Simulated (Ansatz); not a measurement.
Crystal: LiCl.

```
Cl Li
1.0
     0.00000    2.56477    2.56477
     2.56477    0.00000    2.56477
     2.56477    2.56477    0.00000
Cl Li
1 1
Direct
  0.50000 0.50000 0.50000
  0.00000 0.00000 0.00000
```

Base run:

* Program: Ansatz 0.2.0
* Functional: PBEsol
* Potentials or basis: all-electron PAW datasets made for the crystal
* Cutoff: 200 eV (chosen from the basis error)
* k mesh: 6 × 6 × 6
* Occupations: fermi-dirac, width 0.05 eV
* Spin: no spin polarisation

Its results: band gap on the k mesh 6.13 eV, direct; pressure -1.3 GPa.

The run is repeated on the same cell with these changes: functional from PBEsol to PBE0; cutoff from 200 eV (chosen from the basis error) to 220 eV (chosen from the basis error). What comes out?

Band gap on the k mesh 8.44 eV, direct; pressure -0.4 GPa.

PBE0 gives the wider gap, since exact exchange removes part of the self-interaction.

A k mesh can miss the band edges.

The runs don't all hold the same shells in valence.
